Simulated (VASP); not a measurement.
Input of a VASP 6.6.1 run:

Contents of INCAR:

```
PREC     = Accurate       # precision mode
ENCUT    = 600            # plane-wave cutoff, eV
EDIFF    = 1E-6           # SCF threshold, eV
ISMEAR   = 0              # smearing method
SIGMA    = 0.03           # smearing width, eV
LREAL    = F              # projectors in reciprocal space
LASPH    = T              # aspherical terms in the spheres
NELM     = 80             # most SCF steps
ALGO     = Normal         # electronic algorithm
ISIF     = 3              # what is computed and relaxed
LWAVE    = F              # write WAVECAR
LCHARG   = F              # write CHGCAR
GGA      = PS             # functional
IBRION   = 2              # ionic algorithm
NSW      = 90             # ionic steps
EDIFFG   = -0.01          # ionic threshold
KPAR     = 2
```

KPOINTS

```
regular mesh
0
Gamma
  6 6 10
```

File POSCAR:

```
TiO2
1.0
    4.5922000000      0.0000000000      0.0000000000
    0.0000000000      4.5922000000      0.0000000000
    0.0000000000      0.0000000000      2.9574000000
Ti O
2 4
Direct
    0.0000000000      0.0000000000      0.0000000000
    0.5000000000      0.5000000000      0.5000000000
    0.3049600000      0.3049600000      0.0000000000
    0.1950400000      0.8049600000      0.5000000000
    0.6950400000      0.6950400000      0.0000000000
    0.8049600000      0.1950400000      0.5000000000
```

Potentials or basis: VASP PAW PBE potentials, release 64 (Ti_sv, O).

Launch:

```sh
$ cat potpaw_PBE.64/Ti_sv/POTCAR potpaw_PBE.64/O/POTCAR > POTCAR
$ mpirun -np 2 vasp_std > vasp.out
```

**Question.** What does it give for the band gap on the k mesh?

**Answer.** 1.83 eV, direct.

**Question.** Predict the relaxed cell.

**Answer.** a = 4.592 Å, b = 4.592 Å, c = 2.942 Å, α = 90.00°, β = 90.00°, γ = 90.00°.

Forces in eV/Å, atoms in the order of the input:
```
Ti   0.000  0.000  0.000
Ti   0.000  0.000  0.000
O    0.004  0.004  0.000
O   -0.004  0.004  0.000
O   -0.004 -0.004  0.000
O    0.004 -0.004  0.000
```

Caveat: the PAW data sets were made with another functional, which shifts forces and pressure a little. A k mesh can miss the band edges.
